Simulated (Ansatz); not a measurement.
## Si2Ni (Fm-3m): electronic heat capacity and spin susceptibility from the density of states

Theory: Ansatz 0.2.0, DFT PBE, scalar-relativistic, plane waves, PAW.

Cutoff 420 eV; k points 14×14×14 on the computed 3-atom cell (Γ-centred); Gaussian smearing, width 0.10 eV; no spin polarisation.

Relaxed cell: Fm-3m, a = 5.447 Å, b = 5.447 Å, c = 5.447 Å, α = 90.00°, β = 90.00°, γ = 90.00°, 3 atoms in the primitive cell.

The density of states at the Fermi level is 0.889 states/eV in the cell of 3 atoms (1 formula unit; both spins, tetrahedra on a 21×21×21 mesh).

Q: What Sommerfeld coefficient and Pauli susceptibility does this give?

A: Per formula unit N(E_F) = 0.889 states/eV. γ = (π²/3) k_B² N(E_F) N_A = 2.357 mJ/(mol K²) per state/eV, so γ = 2.1 mJ/(mol K²), a mole of formula units. χ_P = μ_B² N(E_F) N_A = 3.23×10⁻⁵ emu/mol per state/eV gives 2.9×10⁻⁵ emu/mol. This is the bare band result: a measured γ of the same phase is as a rule larger by a factor 1 + λ from phonons and spin fluctuations, the spin part of χ is larger by the Stoner factor, and a measured χ also holds orbital and core terms. N(E_F) at one energy is sensitive to the mesh where the density of states has sharp peaks.

A ferromagnetic start lost its moments in a first run, so spin was left out; other magnetic orders weren't tried.